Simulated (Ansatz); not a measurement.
Runs of Ansatz 0.2.0 on CuO. The typed cell holds 8 atoms: a = 2.900 Å, b = 5.129 Å, c = 5.643 Å, α = 93.94°, β = 101.64°, γ = 97.69°. 

```tsv
task	level	cell	k mesh	cutoff (eV)	target pressure (GPa)	gap on the mesh (eV)	pressure (GPa)	relaxed volume (Å³/atom)
single point	PBE	as given	16 × 9 × 9	420	-	none	8.9	-
relaxation of cell and atoms	PBEsol	relaxed to 2 GPa from: atom 8 moved 0.30 Å	9 × 5 × 5	420	2	none	2.0	-
relaxation of cell and atoms	PBE+D3(BJ)	relaxed	9 × 5 × 5	420	-	none	0.0	10.90
relaxation of cell and atoms	PBEsol	relaxed to 5 GPa from: atom 8 moved 0.30 Å	9 × 5 × 5	420	5	none	5.0	-
relaxation of cell and atoms	PBEsol	relaxed to 20 GPa from: atom 8 moved 0.30 Å	9 × 5 × 5	420	20	none	20.0	-
relaxation of cell and atoms	PBEsol	relaxed to 10 GPa from: atom 8 moved 0.30 Å	9 × 5 × 5	420	10	none	10.0	-
relaxation of cell and atoms	PBEsol	relaxed from: atom 8 moved 0.30 Å	9 × 5 × 5	420	0	none	0.0	(a)
relaxation of cell and atoms	r2SCAN+D3(BJ)	relaxed	9 × 5 × 5	500	-	none	0.0	10.60
```

Alike in all rows: potentials or basis Ansatz PAW; no spin polarisation; smearing fermi-dirac 0.05 eV.

Question: Fill in the values left out.

Answer: (a) 10.67.

Caveats: the run has no spin polarisation, though such a crystal can be magnetic; semilocal functionals often make such compounds metallic where correlation or magnetic order opens a gap, which also shifts bond lengths; the plane-wave basis is chosen anew once the cell has moved, so the energies of steps on either side of that aren't comparable (some runs); the PAW data sets come from PBE, with cores solved anew for the run's functional, which leaves a small shift of forces and pressure (some runs); pairwise dispersion overbinds metals, which lowers pressure and volume (some runs); forces of over 1 eV/Å show positions far from the minimum, so gaps and moduli don't describe the material at rest (some runs); the dispersion damping was fitted for another functional or another form of the correction (some runs).

A gap of «none» marks a metal or a gap under the smearing width.
